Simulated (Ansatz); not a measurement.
TiPt3 under pressure: fit and missing row

TiPt3, Pm-3m, a = 3.899 Å. The structure is a COD entry; whether it is the stable form wasn't checked. Ansatz: PBEsol, PAW, 420 eV, Γ-centred 12×12×12 mesh on 4 atoms, Gaussian smearing 0.10 eV; no spin polarisation. Cell and atoms are relaxed at each pressure, and no other structure is tried, so the rows at high pressure may lie past a change of phase.

| V (Å³/atom) | P (GPa) |
| --- | --- |
| 12.707 | 59.96 |
| ? | 29.99 |
| 14.103 | 15.00 |
| 14.413 | 8.00 |
| 14.661 | 2.99 |
| 14.822 | 0.00 |
| 14.994 | -2.99 |

**Question.** Take V0 = 14.822 Å³/atom, fit the third-order Birch–Murnaghan form to the other rows, and predict the missing volume.

**Answer.** With the Eulerian strain f = ½[(V0/V)^(2/3) − 1] and y = P/[3f(1 + 2f)^(5/2)], the form is the line y = B0 + 1.5 B0 (B0′ − 4) f. Rows (f, y): 0.05405, 286.1; 0.01685, 273.1; 0.00941, 270.5; 0.00365, 268.1; -0.00383, 265.3. Means f = 0.01603, y = 272.62; Σ(Δf)² = 0.002038, ΣΔfΔy = 0.7283; the slope is their ratio. y = 266.9 + 357.4 f GPa, so B0 = 266.9 GPa and B0′ = 4 + 2 × (357.4)/(3 × 266.9) = 4.89. P = 29.99 GPa is met at f = 0.03095 (y = 277.96), so V = V0 (1 + 2f)^(−3/2) = 13.545 Å³/atom. The run gave 13.546 Å³/atom, so the fit is 0.001 Å³/atom too low, a small miss on the scale of the series.

Spin–orbit coupling is left out, which can shift energies with elements as heavy as these.